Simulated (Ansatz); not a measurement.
# ZnS (P6_3mc): how the settings move a single-point run

Question: which choices in the input matter for ZnS (P6_3mc)?

Program: Ansatz 0.2.0. Level of theory: reference: DFT r2SCAN, scalar-relativistic, plane waves, PAW. These are calculated values, not measurements.

2 further runs of the same task are left out: 2 that didn't finish. Runs told in other sessions of the task aren't counted.

## (1) The structure to begin with

Symmetry: P6_3mc, No. 186, hexagonal system. Conventional cell: a = 3.806 Å, b = 3.806 Å, c = 6.246 Å, α = 90.00°, β = 90.00°, γ = 120.00°. Zn (site symmetry 3m) is surrounded by 4 S at 2.33 to 2.34 Å. S (site symmetry 3m) is surrounded by 4 Zn at 2.33 to 2.34 Å.

Coordinates:

```
CELL_PARAMETERS angstrom
3.80573 0.00000 0.00000
-1.90286 3.29585 0.00000
0.00000 0.00000 6.24636
ATOMIC_POSITIONS crystal
Zn 0.33333 0.66667 0.00532
Zn 0.66667 0.33333 0.50532
S 0.33333 0.66667 0.37968
S 0.66667 0.33333 0.87968
```

## (2) Baseline

Contents of input.yaml:

```yaml
crystal:
  lattice:
    - [3.8057251026, 0.0, 0.0]
    - [-1.9028625513, 3.2958546187, 0.0]
    - [0.0, 0.0, 6.2463626872]
  atoms:
    - { symbol: Zn, position: [0.3333333333, 0.6666666667, 0.0053219573] }
    - { symbol: Zn, position: [0.6666666667, 0.3333333333, 0.5053219573] }
    - { symbol: S, position: [0.3333333333, 0.6666666667, 0.3796780427] }
    - { symbol: S, position: [0.6666666667, 0.3333333333, 0.8796780427] }
basis:
  ecutwfc: 500
  ecutrho_ratio: 4
kpoints:
  mp_grid: { grid: [8, 8, 4] }
  band_path:
    path:
      - [[0.0, 0.0, 0.0], [0.5, 0.0, 0.0], [0.33333333, 0.33333333, 0.0], [0.0, 0.0, 0.0], [0.0, 0.0, 0.5], [0.5, 0.0, 0.5], [0.33333333, 0.33333333, 0.5], [0.0, 0.0, 0.5]]
      - [[0.5, 0.0, 0.5], [0.5, 0.0, 0.0]]
      - [[0.33333333, 0.33333333, 0.5], [0.33333333, 0.33333333, 0.0]]
    npoints: 14
hamiltonian:
  xc: r2scan
scf:
  occupations: { method: gaussian, width: 0.05 }
  n_extra_bands: 15
output:
  forces: true
  stress: true
  eigenvalues: true
  populations: true
  dos: { projected: true, de: 0.02, nscf_kmesh: { grid: [12, 12, 6] } }
  bader: true
  write_density: true
  write_potential: true
  elf: true
  volumetric_format: npy
```

Run with:

```console
$ ansatz run input.yaml --threads 4 --pin off --max-ram 7168MiB --backend cpu --events-out ev --progress --plain --runs-dir out
```

## (3) Changing settings: symmetry.detect false, ecutwfc 22.0 Ry

Contents of input.yaml:

```yaml
crystal:
  lattice:
    - [3.805725102616, 0.0, 0.0]
    - [-1.902862551308, 3.295854618686, 0.0]
    - [0.0, 0.0, 6.2463626872]
  atoms:
    - { symbol: Zn, position: [0.3333333333333, 0.6666666666667, 0.0053219573] }
    - { symbol: Zn, position: [0.6666666666667, 0.3333333333333, 0.5053219573] }
    - { symbol: S, position: [0.3333333333333, 0.6666666666667, 0.3796780427] }
    - { symbol: S, position: [0.6666666666667, 0.3333333333333, 0.8796780427] }
  symmetry: { detect: false }
basis:
  ecutwfc: "22.0 Ry"
  ecutrho_ratio: 4
kpoints:
  mp_grid: { grid: [8, 8, 4] }
hamiltonian:
  xc: r2scan
scf:
  occupations: { method: gaussian, width: 0.05 }
output:
  forces: true
  stress: true
```

## (4) Variant: ecutwfc 36.7 Ry, xc_grid 4

Contents of input.yaml:

```yaml
crystal:
  lattice:
    - [3.805725102616, 0.0, 0.0]
    - [-1.902862551308, 3.295854618686, 0.0]
    - [0.0, 0.0, 6.2463626872]
  atoms:
    - { symbol: Zn, position: [0.3333333333333, 0.6666666666667, 0.0053219573] }
    - { symbol: Zn, position: [0.6666666666667, 0.3333333333333, 0.5053219573] }
    - { symbol: S, position: [0.3333333333333, 0.6666666666667, 0.3796780427] }
    - { symbol: S, position: [0.6666666666667, 0.3333333333333, 0.8796780427] }
basis:
  ecutwfc: "36.7 Ry"
  ecutrho_ratio: 4
  xc_grid: 4
kpoints:
  mp_grid: { grid: [8, 8, 4] }
hamiltonian:
  xc: r2scan
scf:
  occupations: { method: gaussian, width: 0.05 }
output:
  forces: true
  stress: true
```

## (5) Changing settings: symmetry.detect false

Contents of input.yaml:

```yaml
crystal:
  lattice:
    - [3.805725102616, 0.0, 0.0]
    - [-1.902862551308, 3.295854618686, 0.0]
    - [0.0, 0.0, 6.2463626872]
  atoms:
    - { symbol: Zn, position: [0.3333333333333, 0.6666666666667, 0.0053219573] }
    - { symbol: Zn, position: [0.6666666666667, 0.3333333333333, 0.5053219573] }
    - { symbol: S, position: [0.3333333333333, 0.6666666666667, 0.3796780427] }
    - { symbol: S, position: [0.6666666666667, 0.3333333333333, 0.8796780427] }
  symmetry: { detect: false }
basis:
  ecutwfc: 500
  ecutrho_ratio: 4
kpoints:
  mp_grid: { grid: [8, 8, 4] }
hamiltonian:
  xc: r2scan
scf:
  occupations: { method: gaussian, width: 0.05 }
output:
  forces: true
  stress: true
  write_density: true
  write_potential: true
  elf: true
  volumetric_format: npy
```

## (6) Changed: occupations.method fermi_dirac, occupations.width 0.2

Contents of input.yaml:

```yaml
crystal:
  lattice:
    - [3.805725102616, 0.0, 0.0]
    - [-1.902862551308, 3.295854618686, 0.0]
    - [0.0, 0.0, 6.2463626872]
  atoms:
    - { symbol: Zn, position: [0.3333333333333, 0.6666666666667, 0.0053219573] }
    - { symbol: Zn, position: [0.6666666666667, 0.3333333333333, 0.5053219573] }
    - { symbol: S, position: [0.3333333333333, 0.6666666666667, 0.3796780427] }
    - { symbol: S, position: [0.6666666666667, 0.3333333333333, 0.8796780427] }
basis:
  ecutwfc: 500
  ecutrho_ratio: 4
kpoints:
  mp_grid: { grid: [8, 8, 4] }
hamiltonian:
  xc: r2scan
scf:
  occupations: { method: fermi_dirac, width: 0.2 }
output:
  forces: true
  stress: true
```

## (7) Variant: mp_grid.grid [4, 4, 2], preconditioner ldos

Contents of input.yaml:

```yaml
crystal:
  lattice:
    - [3.805725102616, 0.0, 0.0]
    - [-1.902862551308, 3.295854618686, 0.0]
    - [0.0, 0.0, 6.2463626872]
  atoms:
    - { symbol: Zn, position: [0.3333333333333, 0.6666666666667, 0.0053219573] }
    - { symbol: Zn, position: [0.6666666666667, 0.3333333333333, 0.5053219573] }
    - { symbol: S, position: [0.3333333333333, 0.6666666666667, 0.3796780427] }
    - { symbol: S, position: [0.6666666666667, 0.3333333333333, 0.8796780427] }
basis:
  ecutwfc: 500
  ecutrho_ratio: 4
kpoints:
  mp_grid: { grid: [4, 4, 2] }
hamiltonian:
  xc: r2scan
scf:
  occupations: { method: gaussian, width: 0.05 }
  mixing: { preconditioner: ldos }
output:
  forces: true
  stress: true
  write_density: true
  write_potential: true
  elf: true
  volumetric_format: npy
```

What does the calculation give? Wanted: for each run, ending; energy change; pressure; gap; force.

**Answer**, as computed:

| run | ending | energy change | pressure (GPa) | gap (eV) | force (eV/Å) | cycles | time |
| --- | --- | --- | --- | --- | --- | --- | --- |
| reference | converged | 0 | 0.0 | 2.78 | 0.01 | 7 | 25 s |
| 1: symmetry.detect false, ecutwfc 22.0 Ry | converged | +60.1 meV/atom | 0.2 | 2.80 | 0.01 | 7 | 5.5 s |
| 2: ecutwfc 36.7 Ry, xc_grid 4 | converged | 0.0 meV/atom | 0.0 | 2.78 | 0.01 | 7 | 3.2 s |
| 3: symmetry.detect false | converged | 0.0 meV/atom | 0.0 | 2.78 | 0.01 | 7 | 17 s |
| 4: occupations.method fermi_dirac, occupations.width 0.2 | converged | 0.0 meV/atom (σ→0) | 0.0 | 2.78 | 0.01 | 7 | 3.3 s |
| 5: mp_grid.grid [4, 4, 2], preconditioner ldos | converged | +10.5 meV/atom | 0.1 | 2.77 | 0.02 | 7 | 1.7 s |

Times don't compare one to one where runs were asked for different outputs or read a saved state (see the inputs); cycles may leave out searches for a lower state.

Residual by cycle in the longest SCF loop of each run; runs are numbered as in the table. The quantity is the density residual dr2, in eV.

| cycle | reference | run 1 | run 2 | run 3 | run 4 | run 5 |
| --- | --- | --- | --- | --- | --- | --- |
| 1 | 0.0934 | 0.0762 | 0.094 | 0.0941 | 0.0934 | 0.0932 |
| 2 | 0.00311 | 0.00854 | 0.00274 | 0.00274 | 0.00273 | 0.277 |
| 3 | 0.00354 | 0.00486 | 0.0039 | 0.0039 | 0.00386 | 0.00839 |
| 4 | 1.3e-4 | 8.8e-5 | 2.0e-4 | 2.0e-4 | 1.9e-4 | 1.5e-4 |
| 5 | 9.7e-6 | 1.9e-5 | 1.5e-5 | 1.5e-5 | 1.5e-5 | 1.0e-5 |
| 6 | 3.7e-7 | 7.6e-7 | 9.0e-7 | 9.0e-7 | 8.6e-7 | 1.5e-8 |
| 7 | 9.3e-9 | 1.7e-8 | 2.5e-8 | 3.9e-8 | 2.3e-8 | 1.8e-9 |

**Reading.** Runs 1 and 2 ran under the cutoff that the potentials recommend, as the log warns, so basis error is mixed into their values.

These are semilocal Kohn-Sham gaps, which aren't the measured quantity. Such gaps usually fall short of the measured ones.
